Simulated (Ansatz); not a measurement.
Input of an Ansatz 0.2.0 run:

input.yaml

```yaml
crystal:
  lattice:
    - [0.0, 2.703, 2.703]
    - [2.703, 0.0, 2.703]
    - [2.703, 2.703, 0.0]
  atoms:
    - { symbol: Ni, position: [0.0, 0.0, 0.0], spin: 1.0 }
    - { symbol: Si, position: [0.75, 0.75, 0.75] }
    - { symbol: Si, position: [0.25, 0.25, 0.25] }
hamiltonian:
  xc: pbesol
  pseudopotentials: { kind: paw }
  dispersion: d3bj
magnetization:
  spin_polarized: true
kpoints:
  mp_grid: { grid: [9, 9, 9] }
scf:
  occupations: { method: fermi_dirac, width: 0.05 }
output:
  forces: true
  stress: true
relax:
  f_tol: 0.01
  max_steps: 40
  cell: { stress_tol: 0.05 }
```

Potentials or basis: Ansatz PAW.

Run with:

```console
$ ansatz run input.yaml --threads 2 --pin off --max-ram 5632MiB --backend cpu --events-out ev --progress --plain --runs-dir out
```

(1) Estimate the space group after relaxing (to 0.05 Å).

(2) Predict the absolute moment.

(3) Predict the relaxed cell.

(4) What does it give for the net moment?

Results:

(1) Fm-3m (No. 225).

(2) 0.00 μB per cell.

(3) a = 3.776 Å, b = 3.776 Å, c = 3.776 Å, α = 60.00°, β = 60.00°, γ = 60.00°.

(4) 0.00 μB per cell.

Caveat: the starting moments weren't kept.
